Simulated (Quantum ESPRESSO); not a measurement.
## GaN: zone-centre phonons and dielectric response under several settings

```
Ga N
1.0
     0.00000    2.25350    2.25350
     2.25350    0.00000    2.25350
     2.25350    2.25350    0.00000
Ga N
1 1
Direct
  0.00000 0.00000 0.00000
  0.25000 0.25000 0.25000
```

The cell is a database's computed one.

All runs used Quantum ESPRESSO 7.5; potentials GBRV 1.5 LDA; k mesh 6 × 6 × 6, shifted; no spin polarisation; cutoff 762 eV; occupations smeared at first, fixed for the response.

```csv
level,geometry,volume (Å³/atom),pressure (GPa),lowest optical mode without the field (cm⁻¹),highest mode with the field (cm⁻¹),ε∞ (mean),ε0 (mean),Born charge of atom 1 (e)
LDA,relaxed at 0 GPa,11.10,0.0,552,731,5.75,10.1,2.64
LDA,relaxed at 5 GPa,?,5.0,?,?,?,?,?
LDA,relaxed at 10 GPa,10.61,10.0,590,771,5.53,9.4,2.62
LDA,relaxed at 20 GPa,10.21,20.1,623,805,5.38,9.0,2.60
LDA,relaxed at 40 GPa,9.60,40.2,681,863,5.17,8.3,2.57
```

**Question.** What stands in the row left open?

**Answer.** Volume 10.84 Å³/atom; lowest optical mode without the field 571 cm⁻¹; highest mode with the field 752 cm⁻¹; ε∞ 5.63; ε0 9.7; Born charge of atom 1 2.63 e.

Caveats: the cell is more than 3 GPa from zero pressure, which shifts response properties (some runs); the volume moved by over 15 % at a fixed basis, so the end points are rough (some runs).

For the row left open. Caveat: the cell is more than 3 GPa from zero pressure, which shifts response properties.
